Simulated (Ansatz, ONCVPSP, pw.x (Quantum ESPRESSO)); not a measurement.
# Equation-of-state test of one ONCV potential (C (Z = 6))

C (Z = 6), optimised norm-conserving Vanderbilt (ONCV), made with ONCVPSP 4.0.1.1 (patched build) (LDA (Perdew-Wang 92), scalar-relativistic). Core [He], reference 2s2 2p2. Waves: 2s: rc 0.90 bohr, ncon 4, nbas 8, qcut 5.7 1/bohr, local; 2p: rc 2.95 bohr, ncon 4, nbas 7, qcut 5.2 1/bohr, 2 projectors, debl 3 Ha; d scattering state at 0.19 Ha: rc 2.95 bohr, ncon 4, nbas 7, qcut 3.4 1/bohr, 2 projectors, debl 1.5 Ha. Local part: the s channel. Core correction: Teter function, fcfact 4, rcfact 1.3.

Crystal test: diamond C in pw.x 7.5, no spin, 13³ k-points, Fermi–Dirac smearing 0.01 Ry, cutoffs 170/680 Ry. The reference is all-electron LAPW (Ansatz 0.2.0) with the same functional, mesh and smearing; V0 and B0 come from Birch–Murnaghan fits to the pressures at five volumes. Errors are pseudo minus all-electron; Δ is the rms difference of the E(V) curves that follow from these fits, minima aligned, over ±6 % about the mean V0. Mesh and smearing are coarse, so the numbers serve the comparison and aren't converged zero-temperature values; the lattice is a test structure that the element need not adopt.

```
V (Å³/atom)  P all-electron (GPa)  P pseudo (GPa)
      5.230                 26.63         -214.41
      5.367                 12.68         -214.02
      5.505                  0.26         -212.66
      5.643                -10.80         -210.49
      5.780                -20.64         -207.69
```

All-electron: a0 = 3.532 Å (V0 = 5.51 Å³/atom), B0 = 467.4 GPa.

Pseudopotential: converged, but broken (pressure over 100 GPa off). The pressure does not cross zero within the volumes sampled, so no fit is given. The largest radius (2.95 bohr) exceeds half the bond length (1.44 bohr), so the spheres overlap, which is one possible source of error among others. The pseudo pressure rises with volume over the whole range, a mechanical instability. A pressure error of this size marks a broken potential; the numbers have no physical meaning.

Q: At the middle volume, how do free energy and pressure move when the wave cutoff is lowered (ecutrho kept at four times it)?

A:

```
cutoff (Ry)  shift of F (meV/atom)  shift of P (GPa)
         76                  +11.8             -0.69
        102                   +3.4             +0.10
        136                   +2.5             +0.04
```

Input at the middle volume:

```
&control
  calculation='scf', prefix='x', pseudo_dir='./', outdir='./tmp', tstress=.true., disk_io='low'
/
&system
  ibrav=0, nat=2, ntyp=1, ecutwfc=170, ecutrho=680, nbnd=11,
  occupations='smearing', smearing='fd', degauss=0.01
/
&electrons
  conv_thr=1e-09, mixing_beta=0.4, electron_maxstep=70
/
ATOMIC_SPECIES
C 1.0 C.UPF
CELL_PARAMETERS angstrom
  0.00000000 1.76570891 1.76570891
  1.76570891 0.00000000 1.76570891
  1.76570891 1.76570891 0.00000000
ATOMIC_POSITIONS crystal
C 0.0000 0.0000 0.0000
C 0.2500 0.2500 0.2500
K_POINTS automatic
13 13 13 0 0 0
```

```bash
pw.x < C.scf.in > C.scf.out
```

Lines of the output:

```
Message from routine setup:
     using ibrav=0 with symmetry is DISCOURAGED, use correct ibrav instead
     lattice parameter (alat)  =       4.7188  a.u.
     unit-cell volume          =      74.2992 (a.u.)^3
     number of electrons       =         8.00
     number of Kohn-Sham states=           11
     kinetic-energy cutoff     =     170.0000  Ry
     charge density cutoff     =     680.0000  Ry
     scf convergence threshold =      1.0E-09
     Exchange-correlation= SLA  PW   NOGX NOGC
     number of k points=    84  Fermi-Dirac smearing, width (Ry)=  0.0100
     iteration #  1     ecut=   170.00 Ry     beta= 0.40
     total energy              =     -23.36782873 Ry
     estimated scf accuracy    <       0.13509096 Ry
     iteration #  2     ecut=   170.00 Ry     beta= 0.40
     total energy              =     -23.35467461 Ry
     estimated scf accuracy    <       0.03817486 Ry
     iteration #  3     ecut=   170.00 Ry     beta= 0.40
     total energy              =     -23.35697804 Ry
     estimated scf accuracy    <       0.00036348 Ry
     iteration #  4     ecut=   170.00 Ry     beta= 0.40
     total energy              =     -23.35700437 Ry
     estimated scf accuracy    <       0.00000340 Ry
     iteration #  5     ecut=   170.00 Ry     beta= 0.40
     total energy              =     -23.35700464 Ry
     estimated scf accuracy    <       0.00000027 Ry
     iteration #  6     ecut=   170.00 Ry     beta= 0.40
     total energy              =     -23.35700465 Ry
     estimated scf accuracy    <          1.3E-09 Ry
     iteration #  7     ecut=   170.00 Ry     beta= 0.40
     the Fermi energy is    14.7773 ev
!    total energy              =     -23.35700465 Ry
     estimated scf accuracy    <          8.9E-11 Ry
     smearing contrib. (-TS)   =      -0.00000000 Ry
     The total energy is F=E-TS. E is the sum of the following terms:
     one-electron contribution =       8.60046917 Ry
     hartree contribution      =       1.61198369 Ry
     xc contribution           =      -7.73896417 Ry
     ewald contribution        =     -25.83049334 Ry
     convergence has been achieved in   7 iterations
          total   stress  (Ry/bohr**3)                   (kbar)     P=    -2126.56
```

The run at the middle volume (84 k-points, 7 iterations) took about 26 s on one core of a shared host (Neoverse-V1, 32 threads, 247 GiB, load 17).
